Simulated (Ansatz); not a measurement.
Be2C (Fm-3m) from a database structure, relaxed with r2SCAN: space group Fm-3m (No. 225), cubic; conventional cell a = 4.321 Å, 6.72 Å³ an atom. Around Be lie 4 C at 1.87 Å; around C lie 8 Be at 1.87 Å. One-shot G0W0@PBE in Ansatz on a 6×6×6 mesh (contour deformation, no spin-orbit coupling), from a PBE gap of 1.171 eV over the mesh points (the G0W0 gap is indirect on the mesh); the number N of bands summed and the screening cutoff rise together. Spin-unpolarised throughout; all numbers are computed.

| N | cutoff (eV) | 1000/N | G0W0 gap (eV) |
| --- | --- | --- | --- |
| 36 | 80 | 27.778 | 1.716 |
| 79 | 140 | 12.658 | 1.905 |

**Lay a straight line in 1000/N through these rows.** The slope is -0.0125 eV per unit of 1000/N and the intercept 2.063 eV.

**Predict the gap at N = 143 (210 eV).** 2.063 + (-0.0125) × 6.993 = 1.976 eV; the run gives 1.993 eV, +0.017 eV from the line.

**With that run's result added, what limit do the last two rows suggest?** Their slope is (1.993 − 1.905)/(6.993 − 12.658) = -0.0155, which meets 1/N = 0 at 2.10 eV, against 2.063 eV from the first line. The slope steepens, so 1/N isn't yet asymptotic and the true limit probably lies higher still; the k mesh isn't extrapolated.
